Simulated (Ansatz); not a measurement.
Geometry optimisation in Ansatz: input, command and trajectory.

```yaml
crystal:
  lattice:
    - [2.8874956794, 0.0, 0.0]
    - [-1.4437478397, 2.5006446117, 0.0]
    - [0.0, 0.0, 4.8406331431]
  atoms:
    - { symbol: Au, position: [0.3333333333, 0.6666666667, 0.75] }
    - { symbol: Au, position: [0.6666666667, 0.3333333333, 0.25] }
basis:
  ecutwfc: 420
kpoints:
  mp_grid: { grid: [18, 18, 10] }
hamiltonian:
  xc: pbe
scf:
  occupations: { method: gaussian, width: 0.1 }
output:
  forces: true
  stress: true
  eigenvalues: true
  write_density: true
  write_potential: true
  elf: true
  volumetric_format: npy
relax:
  adjacent_minimum: "off"
  f_tol: 0.01
  max_steps: 30
  cell: { stress_tol: 0.1, fix: [volume] }
```

```bash
ansatz run input.yaml --threads 1 --pin off --max-ram 2560MiB --backend cpu --events-out ev --progress --plain --runs-dir out
```

The calculation used DFT PBE, scalar-relativistic, plane waves, PAW (Ansatz 0.2.0).

The volume is held at 0.97 times that of the relaxed cell.

Of 3 frames 3 are shown, positions in Å and forces in eV/Å; the SCF threshold varies from step to step. Steps run on the plane waves of an earlier cell, with a Pulay correction in the pressure. The basis is chosen afresh for the last frame, the zero of the energies, and at times for earlier ones too; energy and pressure step there, also at an unchanged geometry.

```xyz
2
Lattice="2.8875 0.0000 0.0000 -1.4437 2.5006 0.0000 0.0000 0.0000 4.8406" Properties=species:S:1:pos:R:3:forces:R:3 pbc="T T T" step=1 free_energy_over_end_meV_per_atom=0.05 pressure_GPa=4.52
Au    0.0000    1.6671    3.6305    0.0000    0.0000    0.0000
Au    1.4437    0.8335    1.2102    0.0000    0.0000    0.0000
2
Lattice="2.8905 0.0000 0.0000 -1.4453 2.5033 0.0000 0.0000 0.0000 4.8305" Properties=species:S:1:pos:R:3:forces:R:3 pbc="T T T" step=2 free_energy_over_end_meV_per_atom=0.00 pressure_GPa=4.50
Au    0.0000    1.6688    3.6229    0.0000    0.0000    0.0000
Au    1.4453    0.8344    1.2076    0.0000    0.0000    0.0000
2
Lattice="2.8905 0.0000 0.0000 -1.4453 2.5033 0.0000 0.0000 0.0000 4.8305" Properties=species:S:1:pos:R:3:forces:R:3 pbc="T T T" step=3 free_energy_over_end_meV_per_atom=0.00 pressure_GPa=4.50
Au    0.0000    1.6688    3.6229    0.0000    0.0000    0.0000
Au    1.4453    0.8344    1.2076    0.0000    0.0000    0.0000
```

The run took 26 s on 1 thread of Arm Neoverse V1 (shared host), peak memory 0.42 GiB.

Spin–orbit coupling is left out, which can shift energies with elements as heavy as these.